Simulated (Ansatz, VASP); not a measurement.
## CdSe in VASP and in Ansatz

The input INCAR:

```
PREC = Accurate
ENCUT = 520
EDIFF = 1E-6
ISMEAR = 0
SIGMA = 0.15
LREAL = F
LASPH = T
NELM = 100
ALGO = Fast
ISIF = 2
LWAVE = F
LCHARG = F
NBANDS = 16
```

The input KPOINTS:

```
regular mesh
0
Gamma
  14 14 14
```

The input POSCAR:

```
CdSe
1.0
    0.0000000000      2.8739580000      2.7877392600
    2.8739580000      0.0000000000      2.7877392600
    2.8739580000      2.8739580000      0.0000000000
Cd Se
1 1
Direct
    0.0000000000      0.0000000000      0.0000000000
    0.5000000000      0.5000000000      0.5000000000
```

Input for Ansatz:

```yaml
crystal:
  lattice:
    - [0.0, 2.873958, 2.78773926]
    - [2.873958, 0.0, 2.78773926]
    - [2.873958, 2.873958, 0.0]
  atoms:
    - { symbol: Cd, position: [0.0, 0.0, 0.0] }
    - { symbol: Se, position: [0.5, 0.5, 0.5] }
basis:
  ecutwfc: 420
kpoints:
  mp_grid: { grid: [14, 14, 14] }
hamiltonian:
  xc: lda
scf:
  occupations: { method: gaussian, width: 0.15 }
output:
  forces: true
  stress: true
  eigenvalues: true
```

Change from the starting cell: strain +0.000 along x and y, -0.030 along z, atoms carried along.

Alike in both runs: task single point; functional LDA; k mesh 14 × 14 × 14; occupations gaussian, width 0.15 eV; no spin polarisation.

```csv
,VASP,Ansatz
version,VASP 6.6.1,Ansatz 0.2.0
potentials or method,"VASP PAW LDA potentials, release 64 (Cd, Se)","scalar-relativistic, plane waves, PAW"
plane-wave cutoff (eV),520,420
valence electrons in the cell,18,36
```

```tsv
	VASP	Ansatz	Ansatz less VASP
gap on the k mesh at the Fermi level (eV)	none	none	-
pressure (GPa)	-3.9	-4.4	-0.47
largest component of the traceless stress (GPa)	1.33	1.24	-0.091
```

A gap of «none» marks a metal or a gap that the smearing closes. The two sets of potentials don't hold the same shells in valence.
